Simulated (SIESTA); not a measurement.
# ZrS2 under changes of volume

One of the cells (23.763 Å³/atom); the others are scaled copies at fixed shape and fractional positions:

```
Zr S
1.0
     3.69138    0.00000    0.00000
    -1.84569    3.19683    0.00000
     0.00000    0.00000    6.04108
Zr S
1 2
Cartesian
  0.0000 0.0000 0.0000
  0.0000 2.1312 1.4372
  1.8457 1.0656 4.6038
```

The cell is a database's computed one.

* Program: SIESTA 5.4.2
* Functional: LDA
* Potentials or basis: PseudoDojo 0.4 standard (LDA files)
* Basis: DZP (energy shift 0.003 Ry; two zetas on semicore shells)
* Grid cutoff: 800 Ry
* Energy shift: 0.003 Ry
* k mesh: 8 × 8 × 5
* Occupations: fermi-dirac, width 0.05 eV
* Spin: no spin polarisation

```csv
volume (Å³/atom),energy over the lowest point (meV/atom),pressure (GPa),gap on the mesh (eV),largest force (eV/Å)
22.337,3.98,2.5,0.75,0.779
22.813,0.00,0.3,0.77,0.497
23.288,2.20,-1.7,0.79,0.234
23.763,9.97,-3.5,0.80,0.009
24.238,?,?,?,?
24.714,40.08,-6.5,0.82,0.446
25.189,61.46,-7.8,0.83,0.641
```

What does the run at 24.238 Å³/atom give?

Energy over the lowest point 22.76 meV/atom; pressure -5.1 GPa; gap on the mesh 0.81 eV; largest force 0.235 eV/Å.

Worked out: A Birch-Murnaghan fit of order 3 (a polynomial in V^(-2/3)) to the other rows has its minimum at 22.87 Å³/atom with B0 = V·E''(V) = 99 GPa and B' = 4.0 at fixed shape and positions, which overstates the stiffness. It gives 22.74 meV/atom at 24.238 Å³/atom, against the run's 22.76, and -dE/dV = -5.1 GPa, against -5.1. A straight line through the other rows of the gap, of slope 0.642 eV per unit of ln V, gives 0.81 eV, against the run's 0.81.

Energies are extrapolated to zero smearing.

Caveats: an odd mesh through Γ misses points on the zone boundary, where band edges often lie; the basis of atomic orbitals isn't converged, which shifts pressures, moduli and gaps. Spin-orbit coupling on Zr is left out.
